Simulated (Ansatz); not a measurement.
# Stack of 1T-BiTeI under honeycomb PbTe, shifted by a third of the diagonal in a perpendicular field, part 2 of 4

Aim: how the stack of 1T-BiTeI under honeycomb PbTe, shifted by a third of the diagonal screens a field along its normal, and what the field does to its bands. A positive field points along +c.

Ansatz 0.2.0; plane-wave DFT, LDA, Ansatz PAW (the session's first sound run).

So far. Step 2 (Relaxation): The lattice constant a goes from 4.334 to 4.255 Å.

## 3. Atoms held, field 0

A sawtooth potential applies the field, turning back in the middle of the vacuum. With the dipole correction the typed value is the field outside the slab. The induced dipole is small, so the SCF threshold is tight.

The cell differs from the one that the last finished run ended in (c 40.251 → 26.298 Å).

input.yaml

```yaml
crystal:
  lattice:
    - [4.2552547375, 0.0, 0.0]
    - [-2.1276273687, 3.6851587022, 0.0]
    - [0.0, 0.0, 26.2978122102]
  atoms:
    - { symbol: I, position: [0.6666666667, 0.3333333333, 0.3422337922] }
    - { symbol: Bi, position: [0.0, 0.0, 0.4204249409] }
    - { symbol: Te, position: [0.3333333333, 0.6666666667, 0.4864595185] }
    - { symbol: Te, position: [0.0, 0.0, 0.5945071746] }
    - { symbol: Pb, position: [0.6666666667, 0.3333333333, 0.6577662078] }
kpoints:
  mp_grid: { grid: [12, 12, 1] }
  band_path:
    path: [[0, 0, 0], [0.5, 0, 0], [0.33333333, 0.33333333, 0], [0, 0, 0]]
    npoints: 16
hamiltonian:
  xc: lda
scf:
  occupations: { method: fermi_dirac, width: 0.02585 }
  convergence: { dr2_threshold: 1.0e-10 }
efield:
  axis: 3
  dipole_correction: true
  ramp_position: 0.97
  ramp_width: 0.06
  amplitude: 0
output:
  dos: { projected: true, e_range: [-6, 5] }
  bader: true
  write_potential: true
  write_density: true
  volumetric_format: npy
  elf: true
```

On the command line:

```bash
> ansatz run input.yaml --threads 4 --pin off --max-ram 6144MiB --backend cpu --events-out ev --progress --plain --runs-dir out
```

Numbers of over 12 decimals in the logs are rounded to 6 here.

The program printed:

```text
[...]
Crystal: 5 atoms, lattice volume = 412.384 Å³
Basis set: ecut = 420 eV, 8025 PW (Γ)
Bands: 47, of which v1, the nominal top of the filled ones, is band 39 counted from 1 (38 counted from 0)
Symmetry: 6 space group operations
[...]
k-points: 19 of 144 (time reversal used)
[...]
SCF iter   1: F=—  HF=-44699.515836 eV  |F-HF|=—  |Δ(HF+E_count)|=         —  Δρ=3.01e-3  dr2=6.68e-2  ethr=1.77e-3  p=0.141 e·Å  D=6.18e-2 V/Å  ΔV_dip=-1.63 eV  dr2_dipole=2.37e-2  V_vac-E_F(+/−)=3.61/5.24 eV  ⟨swp⟩=13.0  Hψ=4852  notcnv=0  defer=8
efield: sawtooth ramp at fractional position 0.9700 (set: `efield.ramp_position`, or a place that a band, a saddle search or an elastic batch's reference lends), width 0.0600; the density the first Hamiltonian is built on has a dipole p = 0.141 e·Å; the dipole correction subtracts the counter field D = 6.18e-2 V/Å, which shifts the + side's vacuum level by -1.63 eV against the − side's; the planar-averaged density in the ramp window peaks in size at 6.9e-6 e/Å³
[...]
SCF iter   2: F=—  HF=-44699.539756 eV  |F-HF|=—  |Δ(HF+E_count)|=   2.39e-2  Δρ=2.59e-3  dr2=3.33e-1  ethr=8.56e-5  p=0.055 e·Å  D=2.41e-2 V/Å  ΔV_dip=-0.63 eV  dr2_dipole=1.81e-1  V_vac-E_F(+/−)=3.97/4.61 eV  ⟨swp⟩=4.1  Hψ=1472  notcnv=0  defer=39
[...]
SCF iter  12: F=-44699.505153 eV  HF=-44699.505153 eV  |F-HF|=1.31e-10  |Δ(HF+E_count)|=    0.00e0  Δρ=3.49e-8  dr2=1.00e-11  ethr=1.00e-12  p=0.118 e·Å  D=5.18e-2 V/Å  ΔV_dip=-1.36 eV  dr2_dipole=6.61e-13  V_vac-E_F(+/−)=3.57/4.93 eV  ⟨swp⟩=1.9  Hψ=2250  notcnv=0
SCF 1 converged in 12 iterations: F = -44699.505153 eV  dr2 = 1.00e-11
[...]
NSCF: frozen V_eff on 49 k-points
efield: sawtooth ramp at fractional position 0.9700 (kept from the solve that this one continues, or follows in the run), width 0.0600; the density the first Hamiltonian is built on has a dipole p = 0.118 e·Å; the dipole correction subtracts the counter field D = 5.18e-2 V/Å, which shifts the + side's vacuum level by -1.36 eV against the − side's; the planar-averaged density in the ramp window peaks in size at 3.9e-6 e/Å³
[...]
SCF converged after 12 iterations
Free energy (F): -44699.505153 eV
[...]
Internal energy: -44699.505153 eV  (E = F + TS)
E sigma→0 (E₀):  -44699.505153 eV
Fermi energy:    1.232512 eV
Dipole field:    D = 0.051840 V/Å  (p = 0.118143 e·Å, saw-weighted, corrected)
Work function:   Φ+ = 3.5660 eV   Φ− = 4.9293 eV
Levels:          The Fermi level and band energies are counted from a zero that moves with the ramp; work functions are not
[...]
--- Band table (eV; the first three rows and the last of 19) ---
  k-point 0: bands = [... 35 lower, -0.3330, 0.0748, 0.0748, 0.7498, 1.6832, 2.0962, 2.3942, 2.3942, ... 4 higher]
  k-point 1: bands = [... 35 lower, -0.3712, -0.0886, 0.0010, 0.7268, 2.0036, 2.1692, 2.5112, 2.5718, ... 4 higher]
  k-point 2: bands = [... 35 lower, -0.5254, -0.1600, 0.0086, 0.3379, 2.1080, 2.3663, 2.7713, 3.1023, ... 4 higher]
  k-point 18: bands = [... 35 lower, -1.5768, -1.1385, -0.9105, -0.2864, 2.1543, 2.7203, 3.4516, 3.6828, ... 4 higher]
--- Bader charges: 5 sites ---
  site symbol  charge [e]  shift [e]
     0      I     -0.3864     0.0000
     1     Bi      0.7679     0.0000
     2     Te     -0.3731     0.0000
     3     Te     -0.3926     0.0000
     4     Pb      0.3841     0.0000
  estimated error of the sums over rays = 4.0e-4 e
```

It took 47 s on 4 threads of AMD EPYC 7R43, shared host; peak memory 1.2 GiB; 3 min of CPU time.

This step gave:

```
dipole along the normal            : 0.1181 e·Å
gap along the path                 : 0.9197 eV
smallest direct gap along the path : 0.9334 eV
step between the vacuum levels     : -1.363 eV
ionisation energy, upper face      : 4.035 eV
electron affinity, upper face      : 3.115 eV
ionisation energy, lower face      : 5.398 eV
gap, the smaller of path and mesh  : 0.9197 eV
```

Running mean over a fixed 2.8 Å (it still follows the layers) of the planar mean; the ramp of the sawtooth is left out. The electron's electrostatic potential energy less the Fermi level by z:

```tsv
z (Å)	electron's electrostatic potential energy less the Fermi level (eV)
4	4.93
5	4.93
6	4.88
7	4.01
8	1.79
9	-0.564
10	-4.56
11	-5.90
12	-4.97
13	-0.660
14	0.699
15	0.331
16	-2.80
17	-4.15
18	-2.30
19	1.45
20	3.38
21	3.55
22	3.56
23	3.57
```

The density of states has structure finer than the step of the table below, so its rows give means over 0.25 eV, whole bins alone (the curve runs from -6 to 2.44 eV). Peaks (eV: height): -4.180: 10.3, -2.280: 13.5, -1.640: 17.6, -1.510: 9.67, 0.970: 8.36, 1.440: 12.0, 2.160: 10.6.

The density of states by energy, zero at the Fermi level of the run, which the smearing sets inside the gap; means over each step:

```tsv
energy (eV)	density of states (states/eV a cell)
-5.50	0
-5.25	1.29
-5.00	2.67
-4.75	1.50
-4.50	2.39
-4.25	4.47
-4.00	2.78
-3.75	3.81
-3.50	5.25
-3.25	5.04
-3.00	3.77
-2.75	3.32
-2.50	5.00
-2.25	8.09
-2.00	4.25
-1.75	6.53
-1.50	5.96
-1.25	4.30
-1.00	0.923
-0.75	0.486
-0.50	0.349
-0.25	0
0.00	0
0.25	0
0.50	0.0496
0.75	2.51
1.00	5.56
1.25	3.26
1.50	6.20
1.75	4.60
2.00	4.54
2.25	4.00
```

Projected DOS per atom over height of the atomic layer and energy from the Fermi level. Layers: I Bi Te Te Pb from below.

Ten even steps from '_' (0.00 states/eV) to '@' (2.21 states/eV), each cell a mean:
```
..++--..--
::@@++..--
::@@==..::
..++..--**
__..__::==
__________
__________
__________
__________
::..====::
##..%%++--
##..**++::
@@..**%%==
**..----::
**::--++::
##==--++::
==--::::..
======::..
::::::____
::==--____
__________
__________
```
Columns: height of the atomic layer (Å) from 9 to 17.3 (not evenly spaced); rows upwards: energy from the Fermi level (eV) from -5.96 to 2.41.

The electronic bands at the labelled points (eV, zero at the Fermi level of the run, which the smearing sets inside the gap):

```tsv
point	band 36	band 37	band 38	band 39	band 40	band 41	band 42	band 43
Γ	-1.57	-1.16	-1.16	-0.48	0.45	0.86	1.16	1.16
halfway	-2.00	-1.56	-1.52	-1.24	0.67	1.38	1.77	2.17
M	-2.45	-2.32	-1.83	-1.64	0.78	1.13	1.91	2.01
halfway	-2.70	-2.27	-1.83	-1.69	1.20	1.50	1.77	2.26
K	-2.81	-2.37	-2.14	-1.52	0.92	1.49	2.22	2.45
halfway	-2.29	-2.20	-1.32	-1.11	0.99	1.61	1.81	2.07
Γ	-1.57	-1.16	-1.16	-0.48	0.45	0.86	1.16	1.16
```

Electrostatic potential energy in the ca plane at fractional y = 0.333, with atoms of I and Pb within 0.2 Å of it. With pseudopotentials it is smooth inside the atoms' cores, unlike the true potential.

Ten even steps from '0' (-31 eV) to '9' (6 eV), each cell a mean:
```
99999999999987678888889999999999988766789999
99999999999853335899999999999999986200168999
99999999999636863689999999999999983000027999
99999999998638983589999999999999972011017999
99999999999736853699999999999999984000038999
99999999999853335899999999999999987300278999
99999999999987778888889999999999988877789999
99999999999999999887788888899998888988999999
99999999999999999887778777899988788999999999
99999999999999999887778877899988788999999999
99999999999999999888888888999998888888999999
```
Columns run along c (16.0 Å, from fractional 0.15 to 0.76 of the cell; values clipped at the 3rd and 97th percentile), rows up along a (4.3 Å). Atoms in or near the plane, at fractional coordinates: I at (0.34, 0.67), Pb at (0.66, 0.67).

ELF in the ca plane at fractional y = 0.333, with atoms of I and Pb within 0.2 Å of it. It is the smooth field of the valence electrons, not physical close to the nuclei.

Ten even steps from '0' (0.00) to '9' (0.75), each cell a mean:
```
99997422234565310245654445566642100000000000
87788731111222100012333445667875210000000000
73368841000000000001234301367886410000000000
54447851000000000001134200267886420000000000
74468841000000000001234311467886310000000000
98888621112332100023333445667864200000000000
99996322234666410246664345566532000000000000
66642234456888631368886433332100000000000000
11111344457888731478887521100000000000000000
11111344457888731478887521100000000000000000
77753234446788621367876433333210000000000000
```
Columns run along c (16.0 Å, from fractional 0.32 to 0.93 of the cell), rows up along a (4.3 Å). Atoms in or near the plane, at fractional coordinates: I at (0.34, 0.67), Pb at (0.66, 0.67).

Valence density in the ca plane at fractional y = 0.333, with atoms of I and Pb within 0.2 Å of it. It is the smooth field of the valence electrons, not physical close to the nuclei.

Ten steps, logarithmic in the rise over the least value, from '0' (0 e/Å³) to '9' (17 e/Å³), each cell a mean:
```
00000000000112222111111111000001111222210000
00000000000134543210000000000000012355421000
00000000001247974210000000000000013577642000
00000000001259985310000000000000013688642000
00000000001247874210000000000000013577631000
00000000000134443210000000000000012344321000
00000000000012221111111111000001111122110000
00000000000001111111111111100011111111000000
00000000000000000112222222110011221100000000
00000000000000000112222222110011221100000000
00000000000001111111111111100011111111000000
```
Columns run along c (16.0 Å, from fractional 0.15 to 0.76 of the cell), rows up along a (4.3 Å). Atoms in or near the plane, at fractional coordinates: I at (0.34, 0.67), Pb at (0.66, 0.67).

The gap is 0.92 eV, with the valence edge 4.04 eV and the conduction edge 3.12 eV under the upper vacuum level. Spin-orbit coupling, left out in this run, matters for the bands of elements this heavy.

## 4. Single point, field 0.1 V/Å

input.yaml, as its differences from that of step 3:

```diff
@@ -26,6 +26,4 @@
   ramp_width: 0.06
-  amplitude: 0
+  amplitude: 0.1
 output:
-  dos: { projected: true, e_range: [-6, 5] }
-  bader: true
   write_potential: true
@@ -33,2 +31 @@
   volumetric_format: npy
-  elf: true
```

The program printed:

```text
[...]
Crystal: 5 atoms, lattice volume = 412.384 Å³
Basis set: ecut = 420 eV, 8025 PW (Γ)
Bands: 47, of which v1, the nominal top of the filled ones, is band 39 counted from 1 (38 counted from 0)
Symmetry: 6 space group operations
[...]
k-points: 19 of 144 (time reversal used)
[...]
k-point 0: bands = [... 35 lower, -0.3338, 0.1023, 0.1023, 0.7743, 1.7091, 2.1153, 2.3900, 2.3900, ... 4 higher]
  k-point 1: bands = [... 35 lower, -0.3695, -0.0717, 0.0249, 0.7442, 2.0428, 2.1722, 2.5071, 2.5746, ... 4 higher]
  k-point 2: bands = [... 35 lower, -0.5147, -0.1463, 0.0138, 0.3558, 2.1355, 2.3845, 2.7673, 3.1036, ... 4 higher]
  k-point 18: bands = [... 35 lower, -1.5714, -1.1414, -0.8936, -0.2876, 2.1845, 2.7197, 3.4764, 3.6874, ... 4 higher]
[key lines of the parts left out:]
SCF converged after 15 iterations
Free energy (F): -44699.521532 eV
Fermi energy:    1.255308 eV
Dipole field:    D = 0.091886 V/Å  (p = 0.209407 e·Å, saw-weighted, corrected)
```

Wall time 39 s (4 threads); peak memory 1.1 GiB; 2.5 min of CPU time.

The dipole is 0.209 e·Å, 0.0913 e·Å from its value without field, and the gap 0.923 eV.

## 5. Single point, field -0.1 V/Å

input.yaml, as its differences from that of step 4:

```diff
@@ -26,3 +26,3 @@
   ramp_width: 0.06
-  amplitude: 0.1
+  amplitude: -0.1
 output:
```

The program printed:

```text
[...]
Crystal: 5 atoms, lattice volume = 412.384 Å³
Basis set: ecut = 420 eV, 8025 PW (Γ)
Bands: 47, of which v1, the nominal top of the filled ones, is band 39 counted from 1 (38 counted from 0)
Symmetry: 6 space group operations
[...]
k-points: 19 of 144 (time reversal used)
[...]
k-point 0: bands = [... 35 lower, -0.3347, 0.0470, 0.0470, 0.7228, 1.6532, 2.0787, 2.3969, 2.3969, ... 4 higher]
  k-point 1: bands = [... 35 lower, -0.3760, -0.1056, -0.0228, 0.7080, 1.9575, 2.1681, 2.5139, 2.5686, ... 4 higher]
  k-point 2: bands = [... 35 lower, -0.5397, -0.1727, 0.0013, 0.3195, 2.0727, 2.3512, 2.7736, 3.0992, ... 4 higher]
  k-point 18: bands = [... 35 lower, -1.5855, -1.1369, -0.9269, -0.2865, 2.1223, 2.7190, 3.4238, 3.6771, ... 4 higher]
[key lines of the parts left out:]
SCF converged after 15 iterations
Free energy (F): -44699.497911 eV
Fermi energy:    1.207041 eV
Dipole field:    D = 0.011691 V/Å  (p = 0.026644 e·Å, saw-weighted, corrected)
```

Run time: 40 s. Hardware: 4 threads; peak memory 1.1 GiB.

The dipole is 0.0266 e·Å, -0.0915 e·Å from its value without field, and the gap 0.914 eV.

## 6. Single point, field 0.5 V/Å

input.yaml, as its differences from that of step 5:

```diff
@@ -26,3 +26,3 @@
   ramp_width: 0.06
-  amplitude: -0.1
+  amplitude: 0.5
 output:
```

The program printed:

```text
[...]
Crystal: 5 atoms, lattice volume = 412.384 Å³
Basis set: ecut = 420 eV, 8025 PW (Γ)
Bands: 47, of which v1, the nominal top of the filled ones, is band 39 counted from 1 (38 counted from 0)
Symmetry: 6 space group operations
[...]
k-points: 19 of 144 (time reversal used)
[...]
k-point 0: bands = [... 35 lower, -0.3564, 0.2063, 0.2063, 0.8498, 1.7723, 2.2087, 2.3595, 2.3595, ... 4 higher]
  k-point 1: bands = [... 35 lower, -0.3868, -0.0040, 0.1194, 0.8020, 2.0876, 2.2442, 2.4768, 2.5904, ... 4 higher]
  k-point 2: bands = [... 35 lower, -0.5060, -0.0835, 0.0176, 0.4237, 2.1741, 2.4866, 2.7379, 3.0956, ... 4 higher]
  k-point 18: bands = [... 35 lower, -1.5792, -1.1647, -0.8220, -0.3023, 2.2878, 2.7006, 3.5455, 3.6963, ... 4 higher]
[key lines of the parts left out:]
SCF converged after 15 iterations
Free energy (F): -44699.678064 eV
Fermi energy:    1.319629 eV
Dipole field:    D = 0.251407 V/Å  (p = 0.572950 e·Å, saw-weighted, corrected)
```

The job ended after 38 s (4 threads; peak memory 1.1 GiB; 2.4 min of CPU time).

The dipole is 0.573 e·Å, 0.455 e·Å from its value without field, and the gap 0.916 eV.

## 7. Atoms held, field -0.3 V/Å

input.yaml, as its differences from that of step 6:

```diff
@@ -26,4 +26,6 @@
   ramp_width: 0.06
-  amplitude: 0.5
+  amplitude: -0.3
 output:
+  dos: { projected: true, e_range: [-6, 5] }
+  bader: true
   write_potential: true
@@ -31 +33,2 @@
   volumetric_format: npy
+  elf: true
```

The program printed:

```text
[...]
Crystal: 5 atoms, lattice volume = 412.384 Å³
Basis set: ecut = 420 eV, 8025 PW (Γ)
Bands: 47, of which v1, the nominal top of the filled ones, is band 39 counted from 1 (38 counted from 0)
Symmetry: 6 space group operations
[...]
k-points: 19 of 144 (time reversal used)
[...]
k-point 18: bands = [... 35 lower, -1.6130, -1.1385, -0.9588, -0.2908, 2.0531, 2.7100, 3.3590, 3.6615, ... 4 higher]
--- Bader charges: 5 sites ---
  site symbol  charge [e]  shift [e]
     0      I     -0.3659     0.0000
     1     Bi      0.7741     0.0000
     2     Te     -0.3837     0.0000
     3     Te     -0.3782     0.0000
     4     Pb      0.3537     0.0000
  estimated error of the sums over rays = 3.5e-4 e
[key lines of the parts left out:]
SCF converged after 15 iterations
Free energy (F): -44699.510957 eV
Fermi energy:    1.147992 eV
Dipole field:    D = -0.069043 V/Å  (p = -0.157347 e·Å, saw-weighted, corrected)
```

Wall time 49 s (4 threads); peak memory 1.2 GiB.

The dipole is -0.157 e·Å, -0.275 e·Å from its value without field, and the gap 0.890 eV.

## 8. Response, atoms held

This step: plane-wave DFT, LDA, Ansatz PAW; response to a field along the normal, atoms held (Ansatz 0.2.0).

The dipoles give the slope, and the difference of two potentials shows where the field is screened.

This step gave:

```yaml
equivalent_conductor_thickness_p_eps_0ae: 10.54 Å
distance_between_the_outer_atoms: 8.298 Å
```

Table of dipole of the cell by applied field:

```tsv
applied field (V/Å)	dipole of the cell (e·Å)
-0.300	-0.157
-0.100	0.0266
0.000	0.118
0.100	0.209
0.500	0.573
```

Local field over the applied field, running mean. From the potentials at -0.1 and 0.1 V/Å; running mean over 2.5 Å. Local field over applied field against z:

```tsv
z (Å)	local field over applied field
4.5	0.999
5.0	0.996
5.5	0.986
6.0	0.961
6.5	0.899
7.0	0.784
7.5	0.625
8.0	0.449
8.5	0.282
9.0	0.152
9.5	0.0799
10.0	0.0520
10.5	0.0385
11.0	0.0285
11.5	0.0214
12.0	0.0201
12.5	0.0364
13.0	0.0757
13.5	0.117
14.0	0.141
14.5	0.137
15.0	0.107
15.5	0.0617
16.0	0.0198
16.5	0.00454
17.0	0.0283
17.5	0.106
18.0	0.237
18.5	0.403
19.0	0.576
19.5	0.739
20.0	0.862
20.5	0.934
21.0	0.971
21.5	0.988
22.0	0.995
```

Electrons, planar mean, per unit field. Induced electron density against z:

z (Å), induced electron density (e/Å³ per V/Å) and a bar from the least value:
```
      4.5    0.00001 ###############
      5.0    0.00002 ###############
      5.5    0.00006 ###############
      6.0    0.00018 ###############
      6.5    0.00052 #################
      7.0    0.00133 #####################
      7.5    0.00267 ###########################
      8.0    0.00330 ##############################
      8.5    0.00166 ######################
      9.0    0.00079 ##################
      9.5    0.00021 ###############
     10.0   -0.00027 #############
     10.5   -0.00012 ##############
     11.0    0.00038 ################
     11.5    0.00046 #################
     12.0   -0.00008 ##############
     12.5   -0.00026 #############
     13.0   -0.00079 ###########
     13.5   -0.00095 ##########
     14.0   -0.00055 ############
     14.5    0.00065 ##################
     15.0    0.00096 ###################
     15.5    0.00096 ###################
     16.0    0.00022 ################
     16.5   -0.00004 ##############
     17.0   -0.00035 #############
     17.5   -0.00087 ##########
     18.0   -0.00162 #######
     18.5   -0.00308 
     19.0   -0.00256 ##
     19.5   -0.00151 #######
     20.0   -0.00075 ###########
     20.5   -0.00034 #############
     21.0   -0.00014 ##############
     21.5   -0.00006 ##############
     22.0   -0.00002 ##############
```

The smaller of the gaps on the path and on the k-mesh, counted as 0 under 0.03 eV. Gap against applied field:

```tsv
applied field (V/Å)	gap (eV)
-0.300	0.889
-0.100	0.914
0.000	0.920
0.100	0.923
0.500	0.916
```

By hand: between -0.1 and 0.1 V/Å the dipole changes by 0.1828 e·Å, a slope of 0.9138 e·Å²/V. A perfect conductor of thickness t has p = ε₀AEt, so t = 180.95 × 0.9138 / 15.681 = 10.54 Å (e/ε₀ = 180.95 V·Å, A in Å²).

The induced dipole is that of a conductor 10.54 Å thick.

(Part 2 of 4 ends here.)

[Logs are printed without paths, hosts, clocks, repeated set-up lines and the standing remarks that a program may print on its own settings, such as how far it seeks lower states.]

[Hosts, paths, dates, database ids (printed as entryN), source tags and the programs' standing remarks are cut or masked in the printed files.]

[Maps of the electrostatic potential energy from Ansatz leave out the sawtooth potential of an applied field or a dipole correction, so their vacuum need not be flat; planar profiles and work functions include it.]

[The density of states shown here was stored with 400 of the rows of the run's finer table, so its peaks can read low, often by over a quarter, or be missed, and its means over a window can be off by a tenth or more.]
